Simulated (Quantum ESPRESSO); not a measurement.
Crystal: CsI.

```
CELL_PARAMETERS angstrom
4.56670 0.00000 0.00000
0.00000 4.56670 0.00000
0.00000 0.00000 4.56670
ATOMIC_POSITIONS crystal
Cs 0.00000 0.00000 0.00000
I 0.50000 0.50000 0.50000
```

Base run:

- Program: Quantum ESPRESSO 7.5
- Functional: LDA
- Potentials or basis: PseudoDojo 0.4.1 SR LDA standard
- Cutoff: 952 eV
- Density cutoff: 3810 eV
- k mesh: 6 × 6 × 6
- Occupations: fermi-dirac, width 0.05 eV
- Spin: no spin polarisation

Its results: band gap on the k mesh 3.53 eV, indirect (least direct gap 3.61 eV); pressure -1.4 GPa.

Question: The run is repeated on the same cell with these changes: functional from LDA to PBE; potentials or basis from PseudoDojo 0.4.1 SR LDA standard to PseudoDojo 0.4.1 SR PBE standard. What comes out?

Answer: Band gap on the k mesh 3.88 eV, indirect (least direct gap 3.97 eV); pressure 0.7 GPa.

Caveats: spin-orbit coupling is left out, which moves the levels of the heavy elements; some levels on the path didn't converge (some runs).
